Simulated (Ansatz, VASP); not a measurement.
# ZrPbSe3: VASP beside Ansatz

One calculation is typed for both programs; each brings its own data sets. How far apart do they land? The cell is generated by rule, not measured, and may not be a known phase. The cell is taken from a series of runs on this material, whose earlier steps may have relaxed, scaled, displaced or heated it; both programs get it as it stands.

Program: Ansatz 0.2.0. Level of theory: plane waves, with VASP 6.6.1 beside it; relaxation of cell and atoms at LDA. Results are calculated unless marked as measured.

The structure was built from a prototype and need not be the compound's stable phase.

## Step 1: Starting point

The structure is trigonal, space group R-3c (No. 167). Conventional cell: a = 7.278 Å, b = 7.278 Å, c = 16.635 Å, α = 90.00°, β = 90.00°, γ = 120.00°. Pb has 3 Se at 2.91 Å nearest. Nearest to Zr lie 6 Se at 2.62 Å. Nearest to Se lie 2 Zr at 2.62 Å and 1 Pb at 2.91 Å. Farther neighbours and most contacts between anions are not listed.

## Step 2: VASP: relaxation of cell and atoms, LDA

The relaxed volume is the usual yardstick between codes: in a stiff, nearly cubic crystal its relative difference is about their pressure difference at one cell divided by the bulk modulus.

Lines of VASP's logs that name or quote its potential files are left out, and so is its time.

Contents of INCAR:

```
SYSTEM = ZrPbSe3
PREC = Accurate
ENCUT = 500
EDIFF = 1E-07
NELM = 120
ISMEAR = 0
SIGMA = 0.01
LREAL = .FALSE.
ALGO = Normal
GGA = PW92
NBANDS = 54
LASPH = .TRUE.
LORBIT = 11
LWAVE = .FALSE.
LCHARG = .FALSE.
ISIF = 3
IBRION = 2
NSW = 80
EDIFFG = -0.005
GGA_COMPAT = .FALSE.
NELMIN = 4
EFERMI = MIDGAP
KPAR = 2
```

Contents of POSCAR:

```
ZrPbSe3
1.0
    3.6391370000      2.1010560000      5.5450110000
   -3.6391370000      2.1010560000      5.5450110000
    0.0000000000     -4.2021130000      5.5450110000
Pb Zr Se
2 2 6
Direct
    0.2500000595      0.2500000595      0.2500000000
    0.7500000595      0.7500000595      0.7500000000
    0.5000000595      0.5000000595      0.5000000000
    0.0000000595      0.0000000595      0.0000000000
    0.1502156685      0.7500000595      0.3497843910
    0.8497844505      0.2500000595      0.6502156090
    0.3497844505      0.1502156685      0.7500000000
    0.6502156685      0.8497844505      0.2500000000
    0.7500000595      0.3497844505      0.1502156090
    0.2500000595      0.6502156685      0.8497843910
```

Contents of KPOINTS:

```
Automatic mesh
0
Gamma
6 6 6
0 0 0
```

PAW data sets: Pb_d, Zr_sv and Se (LDA family, release 64).

Command:

```console
$ mpirun -np 2 vasp_std
```

Numbers of over 12 decimals in the logs are rounded to 6 here.

What it wrote:

```text
[banner, memory and clock lines left out]
running    2 mpi-ranks, on    1 nodes
 distrk:  each k-point on    1 cores,    2 groups
 distr:  one band on    1 cores,    1 groups

 POSCAR found type information on POSCAR PbZrSe
 POSCAR found :  3 types and      10 ions
|                                                                             |
|               ----> ADVICE to this user running VASP <----                  |
|                                                                             |
|     You enforced a specific xc type in the INCAR file but a different       |
|     [... a line on the potential file left out ...]
|     I HOPE YOU KNOW WHAT YOU ARE DOING!                                     |
|                                                                             |

 LDA part: xc-table for (Slater(with rela. corr.)+PW92), standard interpolation
 POSCAR, INCAR and KPOINTS ok, starting setup
 FFT: planning ... GRIDC
 FFT: planning ... GRID_SOFT
 FFT: planning ... GRID
 WAVECAR not read
 entering main loop
       N       E                     dE             d eps       ncg     rms          rms(c)
DAV:   1     0.935395170459E+03    0.93540E+03   -0.39264E+04  3456   0.155E+03
DAV:   2     0.772032658973E+02   -0.85819E+03   -0.83075E+03  3618   0.424E+02
DAV:   3    -0.548739569693E+02   -0.13208E+03   -0.12717E+03  5098   0.172E+02
DAV:   4    -0.643525219460E+02   -0.94786E+01   -0.94166E+01  5216   0.422E+01
DAV:   5    -0.650042801697E+02   -0.65176E+00   -0.65095E+00  5958   0.875E+00    0.209E+01
DAV:   6    -0.609767540834E+02    0.40275E+01   -0.13544E+01  4326   0.142E+01    0.841E+00
DAV:   7    -0.608838122396E+02    0.92942E-01   -0.20760E+00  5922   0.541E+00    0.433E+00
DAV:   8    -0.608497379075E+02    0.34074E-01   -0.16071E-01  4360   0.187E+00    0.796E-01
DAV:   9    -0.608472893982E+02    0.24485E-02   -0.30315E-02  4656   0.733E-01    0.299E-01
DAV:  10    -0.608469507891E+02    0.33861E-03   -0.47597E-03  4690   0.320E-01    0.112E-01
DAV:  11    -0.608469881452E+02   -0.37356E-04   -0.42046E-04  5366   0.104E-01    0.355E-02
DAV:  12    -0.608469878517E+02    0.29354E-06   -0.62551E-05  5018   0.356E-02    0.103E-02
DAV:  13    -0.608469870592E+02    0.79249E-06   -0.13782E-05  4564   0.168E-02    0.320E-03
DAV:  14    -0.608469869159E+02    0.14334E-06   -0.15501E-06  4156   0.615E-03    0.104E-03
DAV:  15    -0.608469869161E+02   -0.20191E-09   -0.11807E-07  2710   0.194E-03
   1 F= -.60846987E+02 E0= -.60846987E+02  d E =-.608470E+02
 curvature:   0.00 expect dE= 0.000E+00 dE for cont linesearch  0.000E+00
 trial: gam= 0.00000 g(F)=  0.113E-05 g(S)=  0.670E-03 ort = 0.000E+00 (trialstep = 0.100E+01)
 search vector abs. value=  0.671E-03
 bond charge predicted
       N       E                     dE             d eps       ncg     rms          rms(c)
DAV:   1    -0.608523269741E+02   -0.53401E-02   -0.18476E-01  4050   0.332E+00    0.544E-01
DAV:   2    -0.608480651900E+02    0.42618E-02   -0.12792E-02  4252   0.859E-01    0.202E-01
DAV:   3    -0.608470188072E+02    0.10464E-02   -0.39739E-03  4694   0.438E-01    0.776E-02
DAV:   4    -0.608470506510E+02   -0.31844E-04   -0.38827E-04  4994   0.676E-02    0.328E-02
DAV:   5    -0.608470652484E+02   -0.14597E-04   -0.99876E-05  6090   0.544E-02    0.202E-02
DAV:   6    -0.608470665336E+02   -0.12853E-05   -0.79783E-06  4590   0.162E-02    0.346E-03
DAV:   7    -0.608470666051E+02   -0.71534E-07   -0.76603E-07  4870   0.431E-03
   2 F= -.60847067E+02 E0= -.60847067E+02  d E =-.796891E-04
 trial-energy change:   -0.000080  1 .order   -0.000070   -0.000671    0.000531
 step:   0.5701(harm=  0.5582)  dis= 0.00005  next Energy=   -60.847180 (dE=-0.193E-03)
 bond charge predicted
       N       E                     dE             d eps       ncg     rms          rms(c)
DAV:   1    -0.608481535587E+02   -0.10870E-02   -0.34098E-02  4064   0.142E+00    0.235E-01
DAV:   2    -0.608473634353E+02    0.79012E-03   -0.23658E-03  4246   0.371E-01    0.869E-02
DAV:   3    -0.608471707602E+02    0.19268E-03   -0.73668E-04  4646   0.188E-01    0.336E-02
DAV:   4    -0.608471766341E+02   -0.58739E-05   -0.71620E-05  4994   0.293E-02    0.141E-02
DAV:   5    -0.608471792832E+02   -0.26491E-05   -0.18283E-05  6106   0.234E-02    0.891E-03
DAV:   6    -0.608471795394E+02   -0.25622E-06   -0.13959E-06  4348   0.649E-03    0.227E-03
DAV:   7    -0.608471795518E+02   -0.12393E-07   -0.13542E-07  2634   0.232E-03
   3 F= -.60847180E+02 E0= -.60847180E+02  d E =-.192636E-03
 curvature:  -0.28 expect dE=-0.175E-05 dE for cont linesearch -0.106E-06
 trial: gam= 0.03314 g(F)=  0.617E-07 g(S)=  0.621E-05 ort =-0.160E-04 (trialstep = 0.914E+00)
 search vector abs. value=  0.595E-05
 reached required accuracy - stopping structural energy minimisation
```

OUTCAR, selected parts (step 2):

```text
ion  position               nearest neighbor table
   1  0.250  0.250  0.250-   6 2.91  10 2.91   8 2.91
   2  0.750  0.750  0.750-   5 2.91   9 2.91   7 2.91
   3  0.500  0.500  0.500-   7 2.62   8 2.62   9 2.62  10 2.62   5 2.62   6 2.62
   4  0.000  0.000  0.000-   7 2.62   8 2.62   5 2.62   6 2.62   9 2.62  10 2.62
   5  0.150  0.750  0.350-   4 2.62   3 2.62   2 2.91
   6  0.850  0.250  0.650-   4 2.62   3 2.62   1 2.91
   7  0.350  0.150  0.750-   3 2.62   4 2.62   2 2.91
   8  0.650  0.850  0.250-   3 2.62   4 2.62   1 2.91
   9  0.750  0.350  0.150-   3 2.62   4 2.62   2 2.91
  10  0.250  0.650  0.850-   3 2.62   4 2.62   1 2.91

  LATTYP: Found a trigonal (rhomboedric) cell.
 ALAT       =     6.9573631075
 COS(alpha) =     0.4528108634

 Subroutine GETGRP returns: Found 12 space group operations
 (whereof  6 operations were pure point group operations)

The static configuration has the point symmetry S_6 .
 The point group associated with its full space group is D_3d.

 Found     32 irreducible k-points:

   k-points           NKPTS =     32   k-points in BZ     NKDIM =     32   number of bands    NBANDS=     54

   dimension x,y,z NGX =    54 NGY =   54 NGZ =   54
   dimension x,y,z NGXF=   108 NGYF=  108 NGZF=  108

   ENCUT  =  500.0 eV  36.75 Ry    6.06 a.u.  12.68 12.68 12.68*2*pi/ulx,y,z

   NELECT =      88.0000    total number of electrons

 k-points in reciprocal lattice and weights: Automatic mesh
   0.00000000  0.00000000  0.00000000       0.005
   0.16666667  0.00000000 -0.00000000       0.028
   0.33333333 -0.00000000 -0.00000000       0.028
   0.50000000  0.00000000 -0.00000000       0.014
   0.16666667  0.16666667 -0.00000000       0.028
   0.33333333  0.16666667 -0.00000000       0.056
   0.50000000  0.16666667 -0.00000000       0.056
  -0.33333333  0.16666667  0.00000000       0.056
  -0.16666667  0.16666667  0.00000000       0.028
[...]
-0.33333333  0.50000000  0.33333333       0.028
   0.50000000  0.50000000  0.50000000       0.005

 average (electrostatic) potential at core
       1 -92.3643       2 -92.3643       3 -78.8900       4 -78.8900       5 -58.7511
       6 -58.7511       7 -58.7511       8 -58.7511       9 -58.7511      10 -58.7511

 E-fermi :   5.2777

 k-point     1 :       0.0000    0.0000    0.0000
  band No.  band energies     occupation
    ...
     40       4.2878      2.00000
     41       4.2878      2.00000
     42       4.3141      2.00000
     43       4.5331      2.00000
     44       5.0449      2.00000
     45       5.6556      0.00000
     46       5.6557      0.00000
     47       5.9002      0.00000
     48       6.6775      0.00000
     49       6.6775      0.00000
    ...

 k-point     2 :       0.1667    0.0000   -0.0000
  band No.  band energies     occupation
    ...
     40       4.2534      2.00000
     41       4.2763      2.00000
     42       4.6436      2.00000
     43       4.7672      2.00000
     44       4.9062      2.00000
     45       5.8473      0.00000
     46       5.9024      0.00000
     47       6.1923      0.00000
     48       6.6871      0.00000
     49       6.7599      0.00000
    ...

 k-point     3 :       0.3333   -0.0000   -0.0000
  band No.  band energies     occupation
    ...
     40       4.1578      2.00000
     41       4.2409      2.00000
     42       4.3019      2.00000
     43       4.6480      2.00000
     44       4.7231      2.00000
     45       6.1299      0.00000
     46       6.3526      0.00000
     47       6.5879      0.00000
     48       6.6525      0.00000
     49       6.8125      0.00000
    ...

  Total        0.0019358      0.0019358     -0.0357832      0.0000000      0.0000000      0.0000000
  in kB        0.0121713      0.0121713     -0.2249886      0.0000000      0.0000000      0.0000000
  external PRESSURE =      -0.0668820 kB  Pullay stress =       0.0000000 kB

  energy-cutoff  :      500.00
  volume of cell :      254.82
      direct lattice vectors                 reciprocal lattice vectors
     3.641631179  2.102496014  5.546854983     0.137301109  0.079270847  0.060094118
    -3.641631179  2.102496014  5.546854983    -0.137301109  0.079270847  0.060094118
     0.000000000 -4.204993029  5.546854983     0.000000000 -0.158541694  0.060094104

 POSITION                                       TOTAL-FORCE (eV/Angst)
 -----------------------------------------------------------------------------------
      0.00000     -0.00000      4.16014        -0.000000     -0.000000     -0.000000
      0.00000     -0.00000     12.48042        -0.000000     -0.000000      0.000000
      0.00000     -0.00000      8.32028        -0.000000     -0.000000     -0.000000
     -0.00000      0.00000      0.00000        -0.000000     -0.000000     -0.000000
     -2.18422      0.42181      6.93357        -0.000231     -0.000400      0.000000
      2.18422     -0.42181      9.70700         0.000231      0.000400     -0.000000
      0.72681     -2.10250      6.93357         0.000462     -0.000000      0.000000
     -0.72681      2.10250      9.70700        -0.000462     -0.000000      0.000000
      1.45741      1.68068      6.93357        -0.000231      0.000400     -0.000000
     -1.45741     -1.68068      9.70700         0.000231     -0.000400      0.000000
 -----------------------------------------------------------------------------------
    total drift:                               -0.000232     -0.000915     -0.002565

  FREE ENERGIE OF THE ION-ELECTRON SYSTEM (eV)
  ---------------------------------------------------
  free  energy   TOTEN  =       -60.8471795518 eV

  energy  without entropy=      -60.8471795518  energy(sigma->0) =      -60.84717955

 reached required accuracy - stopping structural energy minimisation

 total charge
# of ion       s       p       d       tot
------------------------------------------
    1        1.467   0.509   9.835  11.810
    2        1.467   0.509   9.835  11.810
    3        2.181   6.011   1.550   9.743
    4        2.181   6.011   1.550   9.743
    5        1.461   2.417   0.024   3.902
    6        1.461   2.417   0.024   3.902
    7        1.461   2.417   0.024   3.902
    8        1.461   2.417   0.024   3.902
    9        1.461   2.417   0.024   3.902
   10        1.461   2.417   0.024   3.902
--------------------------------------------------
tot         16.064  27.545  22.911  66.520

[... 3 further parts left out ...]
```

CONTCAR:

```
ZrPbSe3
   1.00000000000000
     3.6416311792926614    2.1024960139381759    5.5468549831458898
    -3.6416311792926614    2.1024960139381759    5.5468549831458898
     0.0000000000000000   -4.2049930288942763    5.5468549832718956
  Pb              Zr              Se
     2     2     6
Direct
     0.2500000595000031    0.2500000595000031    0.2500000000000000
     0.7500000595000031    0.7500000595000031    0.7500000000000000
     0.5000000595000031    0.5000000595000031    0.5000000000000000
     0.0000000595000031    0.0000000595000031    0.0000000000000000
     0.1502081961122966    0.7500000595000045    0.3497918633877054
     0.8497919228877097    0.2500000595000018    0.6502081366122946
     0.3497919228877110    0.1502081961122953    0.7500000000000000
     0.6502081961122952    0.8497919228877111    0.2500000000000000
     0.7500000595000018    0.3497919228877097    0.1502081366122946
     0.2500000595000045    0.6502081961122966    0.8497918633877054
```

The run keeps the 12 symmetry operations of its start, so it cannot find a distortion of lower symmetry.

(Continued in part 2 of 2.)

[Lines on the potential files, build, host, timing and source positions are cut from VASP's logs without a mark.]

[Logs are printed without paths, hosts, clocks, repeated set-up lines and the standing remarks that a program may print on its own settings, such as how far it seeks lower states.]

[Hosts, paths, dates, database ids (printed as entryN), source tags and the programs' standing remarks are cut or masked in the printed files.]
